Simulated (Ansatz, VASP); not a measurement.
**CsPbCl3 (series): VASP beside Ansatz**

The input INCAR:

```
PREC = Accurate
ENCUT = 520
EDIFF = 1E-7
ISMEAR = 0
SIGMA = 0.02
LREAL = False
LASPH = True
NELM = 100
ALGO = Normal
ISIF = 2
LWAVE = False
LCHARG = True
GGA = PE
LELF = True
LVHAR = True
NBANDS = 30
```

The input KPOINTS:

```
regular mesh
0
Gamma
  4 4 4
```

The input POSCAR:

```
CsPbCl3
1.0
    5.6050000000      0.0000000000      0.0000000000
    0.0000000000      5.6050000000      0.0000000000
    0.0000000000      0.0000000000      5.6050000000
Cs Pb Cl
1 1 3
Direct
    0.0000000000      0.0000000000      0.0000000000
    0.5000000000      0.5000000000      0.5000000000
    0.5000000000      0.5000000000      0.0000000000
    0.0000000000      0.5000000000      0.5000000000
    0.5000000000      0.0000000000      0.5000000000
```

Input for Ansatz:

```yaml
crystal:
  lattice:
    - [5.605, 0.0, 0.0]
    - [0.0, 5.605, 0.0]
    - [0.0, 0.0, 5.605]
  atoms:
    - { symbol: Cs, position: [0.0, 0.0, 0.0] }
    - { symbol: Pb, position: [0.5, 0.5, 0.5] }
    - { symbol: Cl, position: [0.5, 0.5, 0.0] }
    - { symbol: Cl, position: [0.0, 0.5, 0.5] }
    - { symbol: Cl, position: [0.5, 0.0, 0.5] }
basis:
  ecutwfc: 650
kpoints:
  mp_grid: { grid: [4, 4, 4] }
hamiltonian:
  xc: pbe
scf:
  occupations: { method: gaussian, width: 0.02 }
output:
  forces: true
  stress: true
  eigenvalues: true
```

Alike in both runs: task single point; functional PBE; k mesh 4 × 4 × 4; occupations gaussian, width 0.02 eV; no spin polarisation.

```csv
,VASP,Ansatz
version,VASP 6.6.1,Ansatz 0.2.0
potentials or method,"VASP PAW PBE potentials, release 64 (Cs_sv, Pb_d, Cl)","scalar-relativistic, plane waves, PAW"
plane-wave cutoff (eV),520,650
valence electrons in the cell,44,44
```

|  | VASP | Ansatz | Ansatz less VASP |
| --- | --- | --- | --- |
| gap on the k mesh at the Fermi level (eV) | 1.94 | 1.93 | -0.009 |
| least direct gap on the mesh (eV) | 1.94 | 1.93 | -0.009 |
| pressure (GPa) | 1.8 | 1.9 | +0.05 |

With one functional, cell and mesh, what is left measures potentials, basis and numerics.

Caveats: spin-orbit coupling is left out, which as a rule narrows the gap of such compounds by several tenths of an eV. A k mesh can miss the band edges.
